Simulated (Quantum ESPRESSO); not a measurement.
Set up this calculation in Quantum ESPRESSO 7.5, as an ASE script.

```yaml
Task: single point
Functional: PBEsol
Potentials_or_basis: GBRV 1.5 PBEsol
Cutoff: 612 eV
Density_cutoff: 4898 eV
k_mesh: 11 × 11 × 11
Occupations: fermi-dirac, width 0.05 eV
Spin: no spin polarisation
Mixing_beta: 0.5
Most_SCF_iterations: 120
SCF_threshold: 4e-10 Ry
```

The system is Ge.

```
Ge
1.0
    -2.49590    2.65086    1.43695
     2.49590   -2.65086    1.43695
     2.49590    2.65086   -1.43695
Ge
2
Cartesian
  0.0000 1.3254 0.1841
  2.4959 1.3254 1.2529
```

This isn't the form of Ge at room conditions, which is diamond.

These files were run (other wordings do the same):

run.py

```python
import numpy as np
from ase.calculators.espresso import Espresso, EspressoProfile
from ase import Atoms

atoms = Atoms(['Ge', 'Ge'],
              cell=[[-2.495898, 2.650863, 1.436947], [2.495898, -2.650863, 1.436947], [2.495898, 2.650863, -1.436947]],
              scaled_positions=[[0.314057, 0.064057, 0.25], [0.685943, 0.935943, 0.75]],
              pbc=True)

input_data = {
    'control': {'calculation': 'scf', 'prefix': 'pwscf', 'outdir': './tmp', 'tprnfor': True, 'tstress': True, 'disk_io': 'nowf'},
    'system': {'ecutwfc': 45.0, 'ecutrho': 360.0, 'nbnd': 21, 'occupations': 'smearing', 'smearing': 'fd', 'degauss': 0.00367493},
    'electrons': {'conv_thr': 4e-10, 'electron_maxstep': 120, 'mixing_beta': 0.5},
}
pseudopotentials = {'Ge': 'ge_pbesol_v1.4.uspp.F.UPF'}
profile = EspressoProfile(command='mpirun -n 2 pw.x -nk 2', pseudo_dir='pseudo')
dft = Espresso(profile=profile, input_data=input_data, pseudopotentials=pseudopotentials, kpts=(11, 11, 11), koffset=(0, 0, 0))
atoms.calc = dft

print(f'energy {atoms.get_potential_energy():.8f} eV')
print('forces (eV/A)')
print(np.round(atoms.get_forces(), 6))
print('stress (eV/A^3, Voigt)')
print(np.round(atoms.get_stress(), 8))
print(f'Fermi level {dft.get_fermi_level():.4f} eV')
```

Potentials or basis: GBRV 1.5 PBEsol.

Launch:

```bash
$ OMP_NUM_THREADS=1 python run.py
```

Results of the run:

- Pressure: -2.7 GPa
- Largest force: 0.059 eV/Å
- Band gap on the k mesh: none (metal or under the smearing width)

Wall time 28 s on 2 MPI ranks on Arm Neoverse V2, on a shared host, peak memory 0.28 GiB a rank.
